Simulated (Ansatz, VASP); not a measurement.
## One calculation of Hf, two programs

File INCAR:

```
PREC = Accurate
ENCUT = 520
EDIFF = 1E-8
ISMEAR = -1
SIGMA = 0.03
LREAL = F
LASPH = T
NELM = 100
ALGO = Normal
ISIF = 2
LWAVE = F
LCHARG = F
GGA = CA
LEFG = T
NBANDS = 11
```

The input KPOINTS:

```
Automatic mesh
0
Gamma
  13 13 13
```

POSCAR

```
Hf
1.0
    0.0000000000      2.2051002222      2.2051002222
    2.2051002222      0.0000000000      2.2051002222
    2.2051002222      2.2051002222      0.0000000000
Hf
1
Direct
    0.0000000000      0.0000000000      0.0000000000
```

Input for Ansatz:

```yaml
crystal:
  lattice:
    - [0.0, 2.2051002222, 2.2051002222]
    - [2.2051002222, 0.0, 2.2051002222]
    - [2.2051002222, 2.2051002222, 0.0]
  atoms:
    - { symbol: Hf, position: [0.0, 0.0, 0.0] }
kpoints:
  mp_grid: { grid: [13, 13, 13] }
scf:
  occupations: { method: fermi_dirac, width: 0.03 }
hamiltonian:
  xc: lda
  pseudopotentials: { kind: all_electron, datasets: crystal }
output:
  forces: true
  stress: true
  eigenvalues: true
  efg: { contact_densities: true }
```

Change from the starting cell: volume scaled by 0.98, crystal datasets.

Alike in both runs: task electric field gradients; functional LDA; k mesh 13 × 13 × 13; occupations fermi-dirac, width 0.03 eV; no spin polarisation.

```csv
,VASP,Ansatz
version,VASP 6.6.1,Ansatz 0.2.0
potentials or method,"VASP PAW LDA potentials, release 64 (Hf_pv)","all-electron PAW with datasets made for the crystal, scalar-relativistic"
plane-wave cutoff (eV),520,see its input
```

```csv
,VASP,Ansatz,Ansatz less VASP
pressure (GPa),-3.4,-3.4,0.00
Vzz of the field gradient on the site that differs most (V/Å²),0.0,0.0,0.00
```

Ansatz ran all-electron here, so the differences hold the error of VASP's frozen core and of both bases. Ansatz warned: «gradients_without_spin_orbit».

The runs have no spin-orbit coupling, so splittings on Hf are missing.
